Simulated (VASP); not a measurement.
Write the native input for VASP 6.6.1 that does the following.

```yaml
Task: single point
Functional: LDA
Potentials_or_basis: VASP PAW LDA potentials, release 64 (Ga_d, N)
Cutoff: 520 eV
k_mesh: 12 × 12 × 12
Occupations: gaussian, width 0.05 eV
Spin: no spin polarisation
Dipole_correction: no
Further_INCAR_settings: ALGO = Normal; EDIFF = 1e-06; NBANDS = 16
```

The structure of GaN lies in POSCAR:

```
GaN
1.0
    0.0000000000      2.2535006075      2.2535006075
    2.2535006075      0.0000000000      2.2535006075
    2.2535006075      2.2535006075      0.0000000000
Ga N
1 1
Direct
    0.0000000000      0.0000000000      0.0000000000
    0.7500000000      0.7500000000      0.7500000000
```

The cell is a database's computed one.

These files were run (other wordings do the same):

INCAR

```
PREC     = Accurate       # precision mode
ENCUT    = 520            # plane-wave cutoff, eV
EDIFF    = 1E-6           # SCF threshold, eV
ISMEAR   = 0              # smearing method
SIGMA    = 0.05           # smearing width, eV
LREAL    = False          # projectors in reciprocal space
LASPH    = True           # aspherical terms in the spheres
NELM     = 80             # most SCF steps
ALGO     = Normal         # electronic algorithm
ISIF     = 2              # what is computed and relaxed
LWAVE    = False          # write WAVECAR
LCHARG   = False          # write CHGCAR
GGA      = CA             # functional
NBANDS   = 16             # bands
```

KPOINTS

```
Automatic mesh
0
Gamma
  12 12 12
```

Potentials or basis: VASP PAW LDA potentials, release 64 (Ga_d, N).

Launch:

```console
$ cat potpaw_LDA.64/Ga_d/POTCAR potpaw_LDA.64/N/POTCAR > POTCAR
$ mpirun -np 1 vasp_std > vasp.out
```

Results of the run:

```
Pressure               : -5.5 GPa
Band gap on the k mesh : 1.75 eV, direct
```

It took 7.6 s on 1 thread of Intel(R) Xeon(R) 6975P-C (Granite Rapids), on a shared host, peak memory 0.14 GiB.
